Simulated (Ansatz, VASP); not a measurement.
## One calculation of TiS2, two programs

```
Ti S
1.0
     3.41200    0.00000    0.00000
    -1.70600    2.95488    0.00000
     0.00000    0.00000    5.69500
Ti S
1 2
Direct
  0.00000 0.00000 0.00000
  0.33333 0.66667 0.25000
  0.66667 0.33333 0.75000
```

Alike in both runs: task electric field gradients; functional PBE; k mesh 12 × 12 × 7; occupations fermi-dirac, width 0.05 eV; no spin polarisation.

```csv
,VASP,Ansatz
version,VASP 6.6.1,Ansatz 0.2.0
potentials or method,"VASP PAW PBE potentials, release 64 (Ti_sv, S), cutoff 520 eV","all-electron PAW with datasets made for the crystal, scalar-relativistic"
```

```tsv
	VASP	Ansatz	Ansatz less VASP
pressure (GPa)	0.3	0.4	+0.06
largest component of the traceless stress (GPa)	0.69	0.64	-0.052
rms of the force components (eV/Å)	0.063	0.065	+0.0020
Vzz of the field gradient on the site that differs most (V/Å²)	-19.3	-19.8	-0.47
```

Atom by atom the forces differ by 0.002 eV/Å (rms over components). Ansatz ran all-electron here, so the differences hold the error of VASP's frozen core and of both bases.
